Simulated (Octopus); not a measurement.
## AlAu: equation of state with PBEsol

The system is AlAu.

```xyz
2
Lattice="3.2239 0.0000 0.0000 0.0000 3.2239 0.0000 0.0000 0.0000 3.2239" Properties=species:S:1:pos:R:3 pbc="T T T"
Au    1.6120    1.6120    1.6120
Al    0.0000    0.0000    0.0000
```

The cell comes from a database or a generator and needn't be the stable form of this composition.

```json
{
 "Program": "Octopus 16.4",
 "Task": "equation of state",
 "Functional": "PBEsol",
 "Potentials or basis": "pseudodojo_pbesol (PseudoDojo 0.4, PBEsol)",
 "k mesh": "8 × 8 × 8",
 "Occupations": "fermi-dirac, width 0.05 eV",
 "Spin": "no spin polarisation",
 "Eigensolver": "chebyshev_filter",
 "Volume scales": "[0.94, 0.96, 0.98, 1.0, 1.02, 1.04, 1.06]",
 "k-point symmetries used": "yes",
 "ConvRelDens": "3e-07",
 "ExtraStates": "8",
 "DerivativesOrder": "8"
}
```

```json
{
 "Equilibrium volume": "15.96 Å³/atom",
 "Bulk modulus": "125 GPa",
 "Pressure derivative of the bulk modulus": "5.5 (rough: it moves with the points fitted)"
}
```

Energy against volume, from the lowest point:
```csv
volume (Å³/atom),energy (meV/atom)
15.749,0.66
16.084,0.00
16.419,4.25
16.755,13.34
17.090,26.27
17.425,42.85
17.760,62.15
```

All runs of the series together: 22 min on 1 thread of Arm Neoverse V1, on a shared host.

Caveat: the number of grid points is fixed, so the spacing changes with the cell, which shifts volumes and moduli. The run has no spin-orbit coupling, so splittings on Au are missing.
